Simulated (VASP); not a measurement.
# A vacancy on the Cu site in AlCuAu, part 2 of 3

How easily does a vacancy on the Cu site form in AlCuAu? The host is relaxed first, then a supercell is run with and without the defect. The cell takes the structure of LiAlAu from the Materials Project database, with elements swapped. The cell is invented: it takes the structure of a Materials Project entry for LiAlAu (space group 194 there), with some of its atoms replaced by other elements, volume scaled by an estimate. It may not be a known or stable phase.

VASP 6.6.1, plane waves and PAW; the level of theory is named at each step.

So far. Step 2 (The host at zero pressure): The run ended after 6 ionic steps, 0.576 eV below its first step, once forces and stress met EDIFFG = -0.02. The relaxed cell has a = 4.313, c = 5.557 Å (conventional setting).

### Step 3. Relax the host again, on a new basis

Level of this step: PBE; plane waves and PAW (Au, Cu, Al); invented cell (VASP).

The volume changed by more than 5 %, so the plane waves of the start no longer fit; a second relaxation removes that error.

INCAR

```
SYSTEM = AlCuAu
PREC = Accurate
ENCUT = 390
EDIFF = 1E-06
NELM = 120
ISMEAR = 0
SIGMA = 0.05
LREAL = .FALSE.
ALGO = Normal
GGA = PE
NBANDS = 31
LORBIT = 11
LWAVE = .FALSE.
LCHARG = .FALSE.
KPAR = 4
IBRION = 2
NSW = 30
ISIF = 3
EDIFFG = -0.02
POTIM = 0.4
```

POSCAR

```
AlCuAu
1.0
    4.3132740418      0.0000000202      0.0000000000
   -2.1566364857      3.7354050626      0.0000000000
    0.0000000000      0.0000000000      5.5570256895
Au Cu Al
2 2 2
Direct
    0.0000000000      0.0000000000      0.0000000000
    0.0000000000      0.0000000000      0.5000000000
    0.3333333300      0.6666666700      0.7500000000
    0.6666666700      0.3333333300      0.2500000000
    0.3333333300      0.6666666700      0.2500000000
    0.6666666700      0.3333333300      0.7500000000
```

KPOINTS

```
Automatic mesh
0
Gamma
5 5 4
0 0 0
```

Potentials, in the order of the species: Au, Cu and Al (PBE family, release 64).

Run with:

```
> mpirun -np 4 vasp_std
```

The program printed:

```text
[... set-up lines as in an earlier step ...]
 entering main loop
       N       E                     dE             d eps       ncg     rms          rms(c)
DAV:   1     0.362833974660E+03    0.36283E+03   -0.18355E+04   930   0.159E+03
DAV:   2     0.938623174774E+01   -0.35345E+03   -0.33086E+03   979   0.366E+02
DAV:   3    -0.253250452761E+02   -0.34711E+02   -0.32648E+02  1257   0.130E+02
DAV:   4    -0.262700718225E+02   -0.94503E+00   -0.94281E+00  1306   0.214E+01
DAV:   5    -0.262872952137E+02   -0.17223E-01   -0.17220E-01  1188   0.248E+00    0.187E+01
DAV:   6    -0.248713779273E+02    0.14159E+01   -0.44736E+01  1269   0.147E+02    0.112E+01
DAV:   7    -0.225123093859E+02    0.23591E+01   -0.12457E+01  1212   0.130E+02    0.721E+00
DAV:   8    -0.225710791815E+02   -0.58770E-01   -0.12447E+00  1023   0.737E+00    0.419E+00
DAV:   9    -0.225482497198E+02    0.22829E-01   -0.36580E-01  1440   0.179E+01    0.102E+00
DAV:  10    -0.225286339364E+02    0.19616E-01   -0.14114E-01  1352   0.126E+01    0.279E-01
DAV:  11    -0.225282896390E+02    0.34430E-03   -0.14592E-02  1434   0.214E+00    0.188E-01
DAV:  12    -0.225281184185E+02    0.17122E-03   -0.67724E-04  1403   0.238E-01    0.514E-02
DAV:  13    -0.225280834728E+02    0.34946E-04   -0.11048E-04  1466   0.191E-01    0.146E-02
DAV:  14    -0.225280801828E+02    0.32900E-05   -0.13622E-05  1315   0.317E-02    0.886E-03
DAV:  15    -0.225280802179E+02   -0.35133E-07   -0.32035E-07   612   0.902E-03
   1 F= -.22528080E+02 E0= -.22525682E+02  d E =-.225281E+02
 curvature:   0.00 expect dE= 0.000E+00 dE for cont linesearch  0.000E+00
 trial: gam= 0.00000 g(F)=  0.188E-44 g(S)=  0.490E-04 ort = 0.000E+00 (trialstep = 0.100E+01)
 search vector abs. value=  0.490E-04
 reached required accuracy - stopping structural energy minimisation
```

The job ended after 15 s (4 MPI ranks of Intel Xeon Platinum 8488C (Sapphire Rapids), shared host; peak memory 0.71 GiB; 57 s of CPU time).

From OUTCAR (step 3):

```text
  LATTYP: Found a hexagonal cell.
 ALAT       =     4.3132740418
 C/A-ratio  =     1.2883544230

 Found     15 irreducible k-points:

   ENCUT  =  390.0 eV  28.66 Ry    5.35 a.u.   6.95  6.95  8.95*2*pi/ulx,y,z

   NELECT =      50.0000    total number of electrons

 E-fermi :   9.3045

 k-point     1 :       0.0000    0.0000    0.0000
  band No.  band energies     occupation
    ...
     19       5.8601      2.00000
     20       6.3650      2.00000
     21       6.3892      2.00000
     22       6.3892      2.00000
     23       7.8628      2.00000
     24      10.6723      0.00000
     25      10.6723      0.00000
     26      10.8663      0.00000
     27      11.8687      0.00000
     28      11.8687      0.00000
    ...

 k-point     2 :       0.2000    0.0000    0.0000
  band No.  band energies     occupation
    ...
     21       6.3518      2.00000
     22       6.4767      2.00000
     23       7.7417      2.00000
     24       7.7446      2.00000
     25       8.8286      2.00000
     26      10.6482      0.00000
     27      11.4801      0.00000
     28      12.1295      0.00000
     29      12.6780      0.00000
     30      13.5403      0.00000
    ...

  Total       -0.0570449     -0.0570449     -0.0332534     -0.0000000      0.0000000      0.0000000
  in kB       -1.0207996     -1.0207997     -0.5950586     -0.0000002      0.0000000      0.0000000
  external PRESSURE =      -0.8788860 kB  Pullay stress =       0.0000000 kB

  energy-cutoff  :      390.00
  volume of cell :       89.53
      direct lattice vectors                 reciprocal lattice vectors
     4.313274042  0.000000020  0.000000000     0.231842444  0.133854258  0.000000000
    -2.156636486  3.735405063  0.000000000    -0.000000001  0.267708583  0.000000000
     0.000000000  0.000000000  5.557025689     0.000000000  0.000000000  0.179952380

 POSITION                                       TOTAL-FORCE (eV/Angst)
 -----------------------------------------------------------------------------------
      0.00000      0.00000      0.00000         0.000000      0.000000      0.000000
      0.00000      0.00000      2.77851         0.000000      0.000000      0.000000
      0.00000      2.49027      4.16777        -0.000000     -0.000000      0.000000
      2.15664      1.24514      1.38926        -0.000000      0.000000      0.000000
      0.00000      2.49027      1.38926         0.000000      0.000000     -0.000000
      2.15664      1.24514      4.16777         0.000000      0.000000     -0.000000
 -----------------------------------------------------------------------------------
    total drift:                                0.000000     -0.000000      0.000000

  FREE ENERGIE OF THE ION-ELECTRON SYSTEM (eV)
  ---------------------------------------------------
  free  energy   TOTEN  =       -22.5280802179 eV

  energy  without entropy=      -22.5232832115  energy(sigma->0) =      -22.52568171

 total charge
# of ion       s       p       d       tot
------------------------------------------
    1        0.588   0.480   8.666   9.734
    2        0.588   0.480   8.666   9.734
    3        0.426   0.375   9.189   9.990
    4        0.426   0.375   9.189   9.990
    5        0.388   0.343   0.000   0.731
    6        0.388   0.343   0.000   0.731
--------------------------------------------------
tot          2.804   2.395  35.710  40.908

[... 5 parts as in an earlier step ...]

[... 7 further parts left out ...]
```

CONTCAR:

```
AlCuAu
   1.00000000000000
     4.3132740417999997    0.0000000202000000    0.0000000000000000
    -2.1566364857000000    3.7354050625999999    0.0000000000000000
     0.0000000000000000    0.0000000000000000    5.5570256894999996
  Au              Cu              Al
     2     2     2
Direct
     0.0000000000000000    0.0000000000000000    0.0000000000000000
     0.0000000000000000    0.0000000000000000    0.5000000000000000
     0.3333333300000021    0.6666666699999979    0.7500000000000000
     0.6666666699999979    0.3333333300000021    0.2500000000000000
     0.3333333300000021    0.6666666699999979    0.2500000000000000
     0.6666666699999979    0.3333333300000021    0.7500000000000000
```

Little changed from the start: no atom moved by 0.005 Å and no cell edge by 0.1 %.

This step gave:

```yaml
electronic_cycles: 15
free_energy_toten: -22.53 eV
energy_at_zero_smearing: -22.53 eV
```

The start already met the threshold, so nothing moved.

### Step 4. The perfect supercell

System of this step: AlCuAu. Symmetry: P6_3/mmc, No. 194, hexagonal system. Conventional cell: a = 4.313 Å, b = 4.313 Å, c = 5.557 Å, α = 90.00°, β = 90.00°, γ = 120.00°. Au has 2 Au at 2.78 Å and 6 Al at 2.85 Å and 6 Cu at 2.85 Å nearest. Nearest to Cu lie 5 Al at 2.49 to 2.78 Å and 6 Au at 2.85 Å. Nearest to Al lie 5 Cu at 2.49 to 2.78 Å and 6 Au at 2.85 Å. it takes the structure of a Materials Project entry for LiAlAu (space group 194 there), with some of its atoms replaced by other elements, volume scaled by an estimate. Farther neighbours are not listed.

The same cell, mesh and cutoff without the defect give the energy to subtract and, in a gapped host, the band edges to count from, so that most errors cancel.

INCAR

```
SYSTEM = AlCuAu
PREC = Normal
ENCUT = 300
EDIFF = 1E-05
NELM = 120
ISMEAR = 1
SIGMA = 0.2
LREAL = Auto
ALGO = Fast
GGA = PE
NBANDS = 124
LORBIT = 11
LWAVE = .FALSE.
LCHARG = .FALSE.
KPAR = 4
```

POSCAR

```
AlCuAu
1.0
   -6.4699105275      3.7354050424      5.5570256895
    6.4699105275     -3.7354050424      5.5570256895
    2.1566375561      3.7354050828     -5.5570256895
Au Cu Al
8 8 8
Direct
    0.0000000000      0.0000000000      0.0000000000
    0.5000000000      0.5000000000      0.0000000000
    0.5000000000      0.0000000000      0.5000000000
    0.0000000000      0.5000000000      0.5000000000
    0.2500000000      0.2500000000      0.0000000000
    0.7500000000      0.7500000000      0.0000000000
    0.7500000000      0.2500000000      0.5000000000
    0.2500000000      0.7500000000      0.5000000000
    0.7083333350      0.5416666650      0.5000000000
    0.2083333350      0.0416666650      0.5000000000
    0.2083333350      0.5416666650      0.0000000000
    0.7083333350      0.0416666650      0.0000000000
    0.2916666650      0.4583333350      0.5000000000
    0.7916666650      0.9583333350      0.5000000000
    0.7916666650      0.4583333350      0.0000000000
    0.2916666650      0.9583333350      0.0000000000
    0.4583333350      0.2916666650      0.5000000000
    0.9583333350      0.7916666650      0.5000000000
    0.9583333350      0.2916666650      0.0000000000
    0.4583333350      0.7916666650      0.0000000000
    0.5416666650      0.7083333350      0.5000000000
    0.0416666650      0.2083333350      0.5000000000
    0.0416666650      0.7083333350      0.0000000000
    0.5416666650      0.2083333350      0.0000000000
```

KPOINTS

```
Automatic mesh
0
Gamma
8 8 8
0 0 0
```

Run with:

```
> mpirun -np 4 vasp_std
```

The program printed:

```text
[banner, memory and clock lines left out]
running    4 mpi-ranks, on    1 nodes
 distrk:  each k-point on    1 cores,    4 groups
 distr:  one band on    1 cores,    1 groups

 POSCAR found type information on POSCAR AuCuAl
 POSCAR found :  3 types and      24 ions
 LDA part: xc-table for (Slater+PW92), standard interpolation
 POSCAR, INCAR and KPOINTS ok, starting setup
 FFT: planning ... GRIDC
 FFT: planning ... GRID_SOFT
 FFT: planning ... GRID
 WAVECAR not read
 entering main loop
       N       E                     dE             d eps       ncg     rms          rms(c)
DAV:   1     0.159795628992E+04    0.15980E+04   -0.56773E+04 23560   0.128E+03
DAV:   2     0.151424231119E+03   -0.14465E+04   -0.13491E+04 24680   0.365E+02
DAV:   3    -0.852296056524E+02   -0.23665E+03   -0.21067E+03 26936   0.162E+02
DAV:   4    -0.104973880945E+03   -0.19744E+02   -0.19241E+02 36448   0.526E+01
DAV:   5    -0.105315404640E+03   -0.34152E+00   -0.34072E+00 36072   0.965E+00    0.373E+01
RMM:   6    -0.975649919990E+02    0.77504E+01   -0.15802E+02 25400   0.753E+01    0.217E+01
RMM:   7    -0.905929402811E+02    0.69721E+01   -0.62336E+01 26250   0.454E+01    0.141E+01
RMM:   8    -0.905346901255E+02    0.58250E-01   -0.32847E+00 28289   0.533E+00    0.908E+00
RMM:   9    -0.910158579011E+02   -0.48117E+00   -0.38214E+00 27369   0.969E+00    0.664E+00
RMM:  10    -0.903594949737E+02    0.65636E+00   -0.20766E+00 25342   0.879E+00    0.439E-01
RMM:  11    -0.904083894315E+02   -0.48894E-01   -0.48828E-01 28639   0.184E+00    0.127E+00
RMM:  12    -0.904050540472E+02    0.33354E-02   -0.47048E-02 28374   0.968E-01    0.769E-01
RMM:  13    -0.903982755888E+02    0.67785E-02   -0.39696E-02 26703   0.102E+00    0.146E-01
RMM:  14    -0.903993240812E+02   -0.10485E-02   -0.10220E-02 29507   0.444E-01    0.220E-01
RMM:  15    -0.903995245105E+02   -0.20043E-03   -0.26189E-03 30136   0.148E-01    0.224E-01
RMM:  16    -0.903994648311E+02    0.59679E-04   -0.68292E-04 27846   0.124E-01    0.235E-01
RMM:  17    -0.903997336303E+02   -0.26880E-03   -0.28058E-03 33023   0.248E-01    0.167E-01
RMM:  18    -0.903993756509E+02    0.35798E-03   -0.59381E-04 25769   0.142E-01    0.728E-02
RMM:  19    -0.903993434427E+02    0.32208E-04   -0.28592E-04 26079   0.525E-02    0.279E-02
RMM:  20    -0.903993418356E+02    0.16071E-05   -0.52108E-05 20559   0.215E-02
   1 F= -.90399342E+02 E0= -.90398418E+02  d E =-.277293E-02
```

Wall time 15 min (4 MPI ranks); peak memory 4.2 GiB.

From OUTCAR (step 4):

```text
  LATTYP: Found a face centered orthorhombic cell.
 ALAT       =     8.6265489464
 B/A-ratio  =     1.2883542942
 C/A-ratio  =     1.7320505441

 Subroutine GETGRP returns: Found  8 space group operations
 (whereof  4 operations were pure point group operations)

The static configuration has the point symmetry C_2h.
 The point group associated with its full space group is D_2h.

 Found     95 irreducible k-points:

   k-points           NKPTS =     95   k-points in BZ     NKDIM =     95   number of bands    NBANDS=    124

   dimension x,y,z NGX =    40 NGY =   40 NGZ =   30
   dimension x,y,z NGXF=    80 NGYF=   80 NGZF=   60

   ENCUT  =  300.0 eV  22.05 Ry    4.70 a.u.  13.15 13.15  9.93*2*pi/ulx,y,z

   NELECT =     200.0000    total number of electrons

 E-fermi :   9.3517

 k-point     1 :       0.0000    0.0000    0.0000
  band No.  band energies     occupation
    ...
     96       7.8629      2.00000
     97       9.3675      0.86620
     98       9.3675      0.86620
     99       9.3675      0.86619
    100       9.3675      0.86619
    101       9.6396     -0.06048
    102       9.7890     -0.00835
    103      10.5521     -0.00000
    104      10.6761     -0.00000
    105      10.6763     -0.00000
    ...

 k-point     2 :       0.1250    0.0000   -0.0000
  band No.  band energies     occupation
    ...
     95       7.2701      2.00000
     96       7.9105      2.00000
     97       8.6511      2.00001
     98       8.9996      2.03199
     99       9.3962      0.63343
    100       9.7299     -0.02237
    101       9.8530     -0.00225
    102       9.9863     -0.00007
    103      10.0104     -0.00003
    104      10.3220     -0.00000
    ...

  Total        0.1676375      0.1803836     -5.5052810      0.0110384      0.0000000      0.0000000
  in kB        0.7499542      0.8069756    -24.6287813      0.0493820      0.0000000      0.0000000
  external PRESSURE =      -7.6906172 kB  Pullay stress =       0.0000000 kB

  energy-cutoff  :      300.00
  volume of cell :      358.14
      direct lattice vectors                 reciprocal lattice vectors
    -6.469910527  3.735405042  5.557025689    -0.000000001  0.133854292  0.089976190
     6.469910527 -3.735405042  5.557025689     0.115921222  0.066927129  0.089976190
     2.156637556  3.735405083 -5.557025689     0.115921222  0.200781421  0.000000000

 POSITION                                       TOTAL-FORCE (eV/Angst)
 -----------------------------------------------------------------------------------
      0.00000      0.00000      0.00000        -0.000000      0.000000     -0.000000
      0.00000      0.00000      5.55703        -0.000000      0.000000     -0.000000
     -2.15664      3.73541      0.00000        -0.000000      0.000000     -0.000000
      4.31327      0.00000      0.00000        -0.000000      0.000000     -0.000000
      0.00000      0.00000      2.77851        -0.000000      0.000000     -0.000000
      0.00000      0.00000      8.33554        -0.000000      0.000000     -0.000000
     -2.15664      3.73541      2.77851        -0.000000      0.000000     -0.000000
      4.31327      0.00000      2.77851        -0.000000      0.000000     -0.000000
      0.00000      2.49027      4.16777        -0.001066      0.000615     -0.000000
      0.00000      2.49027     -1.38926        -0.001066      0.000615      0.000000
      2.15664     -1.24514      4.16777        -0.001066      0.000615      0.000000
     -4.31327      2.49027      4.16777        -0.001066      0.000615     -0.000000
      2.15664      1.24514      1.38926         0.001066     -0.000615     -0.000000
      2.15664      1.24514      6.94628         0.001066     -0.000615     -0.000000
     -2.15664      1.24514      6.94628         0.001066     -0.000615     -0.000000
      4.31327     -2.49027      6.94628         0.001066     -0.000615     -0.000000
      0.00000      2.49027      1.38926        -0.007553      0.004361      0.000000
      0.00000      2.49027      6.94628        -0.007553      0.004361     -0.000000
     -4.31327      2.49027      6.94628        -0.007553      0.004361      0.000000
      2.15664     -1.24514      6.94628        -0.007553      0.004361      0.000000
      2.15664      1.24514      4.16777         0.007553     -0.004361      0.000000
      2.15664      1.24514     -1.38926         0.007553     -0.004361      0.000000
      4.31327     -2.49027      4.16777         0.007553     -0.004361     -0.000000
     -2.15664      1.24514      4.16777         0.007553     -0.004361     -0.000000
 -----------------------------------------------------------------------------------
    total drift:                                0.000000     -0.000000      0.000000

  FREE ENERGIE OF THE ION-ELECTRON SYSTEM (eV)
  ---------------------------------------------------
  free  energy   TOTEN  =       -90.3993418356 eV

  energy  without entropy=      -90.3965689037  energy(sigma->0) =      -90.39841752

 total charge
# of ion       s       p       d       tot
------------------------------------------
    1        0.587   0.484   8.659   9.729
    2        0.587   0.484   8.659   9.729
    3        0.587   0.484   8.659   9.729
    4        0.587   0.484   8.659   9.729
    5        0.587   0.484   8.659   9.729
    6        0.587   0.484   8.659   9.729
    7        0.587   0.484   8.659   9.729
    8        0.587   0.484   8.659   9.729
    9        0.422   0.376   9.193   9.992
   10        0.422   0.376   9.193   9.992
   11        0.422   0.376   9.193   9.992
   12        0.422   0.376   9.193   9.992
   13        0.422   0.376   9.193   9.992
   14        0.422   0.376   9.193   9.992
   15        0.422   0.376   9.193   9.992
   16        0.422   0.376   9.193   9.992
   17        0.386   0.347   0.000   0.734
   18        0.386   0.347   0.000   0.734
   19        0.386   0.347   0.000   0.734
   20        0.386   0.347   0.000   0.734
   21        0.386   0.347   0.000   0.734
   22        0.386   0.347   0.000   0.734
   23        0.386   0.347   0.000   0.734
   24        0.386   0.347   0.000   0.734
--------------------------------------------------
tot         11.162   9.664 142.814 163.640

[... 7 further parts left out ...]
```

This step gave:

| Property | Result |
| --- | --- |
| electronic cycles | 20 |
| electrons | 200 |
| free energy (TOTEN) | -90.3993 eV |
| energy at zero smearing | -90.3984 eV |
| Fermi energy | 9.352 eV |

The host is treated as a metal, as its relaxation found a gap under 0.3 eV or none, and only the neutral defect is run.

(Part 2 of 3 ends here.)

[Lines on the potential files, build, host, timing and source positions are cut from VASP's logs without a mark.]

[Logs are printed without paths, hosts, clocks, repeated set-up lines and the standing remarks that a program may print on its own settings, such as how far it seeks lower states.]

[Hosts, paths, dates, database ids (printed as entryN), source tags and the programs' standing remarks are cut or masked in the printed files.]

[In band tables of VASP the shares of atoms and orbitals are scaled to a sum of 1 inside the atoms' spheres.]

[Runs that stopped without an error message from VASP are left out.]
